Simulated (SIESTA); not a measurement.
## Al2Au under changes of volume

One of the cells (18.360 Å³/atom); the others are scaled copies at fixed shape and fractional positions:

```
CELL_PARAMETERS angstrom
0.00000 3.01987 3.01987
3.01987 0.00000 3.01987
3.01987 3.01987 0.00000
ATOMIC_POSITIONS crystal
Au 0.00000 0.00000 0.00000
Al 0.75000 0.75000 0.75000
Al 0.25000 0.25000 0.25000
```

- Program: SIESTA 5.4.2
- Functional: PBE
- Potentials or basis: PseudoDojo 0.4 standard (PBE files)
- Basis: DZP (energy shift 0.003 Ry; two zetas on semicore shells)
- Grid cutoff: 800 Ry
- Energy shift: 0.003 Ry
- k mesh: 8 × 8 × 8
- Occupations: fermi-dirac, width 0.05 eV
- Spin: no spin polarisation

| volume (Å³/atom) | energy over the lowest point (meV/atom) | pressure (GPa) |
| --- | --- | --- |
| 16.920 | 56.74 | 12.3 |
| 17.280 | ? | ? |
| 17.640 | 16.30 | 6.1 |
| 18.360 | 0.30 | 1.2 |
| 18.720 | 0.00 | -0.8 |
| 19.080 | 3.92 | -2.6 |

Question: What does the run at 17.280 Å³/atom give?

Answer: Energy over the lowest point 33.10 meV/atom; pressure 9.0 GPa.

Worked out: A Birch-Murnaghan fit of order 3 (a polynomial in V^(-2/3)) to the other rows has its minimum at 18.57 Å³/atom with B0 = V·E''(V) = 105 GPa and B' = 4.8. It gives 33.10 meV/atom at 17.280 Å³/atom, against the run's 33.10, and -dE/dV = 8.9 GPa, against 9.0.

Energies are extrapolated to zero smearing.

Caveats: short orbitals over semicore shells can move pressures by several GPa; the basis of atomic orbitals isn't converged, which shifts pressures, moduli and gaps.
